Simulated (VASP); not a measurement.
Here is a VASP 6.6.1 calculation.

Contents of INCAR:

```
PREC = Accurate ; ENCUT = 520
EDIFF = 1E-6 ; ISMEAR = -1
SIGMA = 0.05 ; LREAL = False
LASPH = True ; NELM = 60
ALGO = Normal ; ISIF = 2
LWAVE = False ; LCHARG = False
GGA = PS ; IVDW = 12
NBANDS = 16
```

KPOINTS

```
Automatic mesh
0
Gamma
  8 8 8
```

POSCAR

```
GaSb
1.0
    0.0000000000      3.0206831140      3.0206831140
    3.0206831140      0.0000000000      3.0206831140
    3.0206831140      3.0206831140      0.0000000000
Sb Ga
1 1
Direct
    0.7500000000      0.7500000000      0.7500000000
    0.0000000000      0.0000000000      0.0000000000
```

Potentials or basis: VASP PAW PBE potentials, release 64 (Sb, Ga_d).

Command:

```bash
$ cat potpaw_PBE.64/Sb/POTCAR potpaw_PBE.64/Ga_d/POTCAR > POTCAR
$ mpirun -np 1 vasp_std > vasp.out
```

(1) Estimate the band gap on the k mesh.

(2) Estimate the pressure.

Answers

(1) 0.26 eV, direct.

(2) 0.1 GPa.

Caveat: the PAW data sets were made with another functional, which shifts forces and pressure a little; spin-orbit coupling is left out, which moves the levels of the heavy elements.

**What was measured.**

A printed reference work, data compilation reports, for a bulk crystal of GaSb at 4.2 K: band gap 0.811 eV (direct).

A measured gap of GaSb is 0.811 eV (direct; 4.2 K; a printed reference work, data compilation); the calculated 0.26 eV misses it by -0.55 eV. Spin-orbit coupling on Ga, Sb is left out. The value is that of PBEsol+D3(BJ) on a finite k mesh, which can miss the band edges, without temperature or zero-point motion. Semilocal functionals fall short of measured gaps as a rule.
